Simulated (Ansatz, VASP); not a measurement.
Re: VASP beside Ansatz

The input INCAR:

```
PREC = Accurate
ENCUT = 520
EDIFF = 1E-6
ISMEAR = -1
SIGMA = 0.05
LREAL = F
LASPH = T
NELM = 100
ALGO = Normal
ISIF = 2
LWAVE = F
LCHARG = T
GGA = PS
LELF = T
LVHAR = T
NBANDS = 14
```

The input KPOINTS:

```
Automatic mesh
0
Gamma
  12 12 12
```

POSCAR

```
Re
1.0
    0.0000000000      2.5412157891      2.5412157891
    2.5412157891      0.0000000000      2.5412157891
    2.5412157891      2.5412157891      0.0000000000
Re
2
Direct
   -0.1250000000     -0.1250000000     -0.1250000000
    0.1250000000      0.1250000000      0.1250000000
```

Input for Ansatz:

```yaml
crystal:
  lattice:
    - [0.0, 2.5412157891, 2.5412157891]
    - [2.5412157891, 0.0, 2.5412157891]
    - [2.5412157891, 2.5412157891, 0.0]
  atoms:
    - { symbol: Re, position: [-0.125, -0.125, -0.125] }
    - { symbol: Re, position: [0.125, 0.125, 0.125] }
kpoints:
  mp_grid: { grid: [12, 12, 12] }
scf:
  occupations: { method: fermi_dirac, width: 0.05 }
hamiltonian:
  xc: pbesol
  pseudopotentials: { kind: paw }
output:
  forces: true
  stress: true
  eigenvalues: true
  populations: true
```

Change from the starting cell: volume scaled by 0.75, PAW files.

Alike in both runs: task single point; functional PBEsol; k mesh 12 × 12 × 12; occupations fermi-dirac, width 0.05 eV; no spin polarisation.

|  | VASP | Ansatz |
| --- | --- | --- |
| version | VASP 6.6.1 | Ansatz 0.2.0 |
| potentials or method | VASP PAW PBE potentials, release 64 (Re) | PAW with Ansatz's default frozen-core files, scalar-relativistic |
| plane-wave cutoff (eV) | 520 | 420 |
| valence electrons in the cell | 14 | 30 |

Ansatz gave:

* pressure (GPa): 99.8

Question: Estimate VASP's values.

Answer: Pressure (GPa): 91.1.

The two sets of potentials don't hold the same shells in valence.

Caveats: the cell as given lies far from equilibrium; so large a pressure means that the cell lies far from this level's equilibrium, or that cutoff or potentials fall short (VASP); the potentials were made for another functional, which shifts forces and pressure (VASP). Spin-orbit coupling is left out, which matters for the levels of Re.
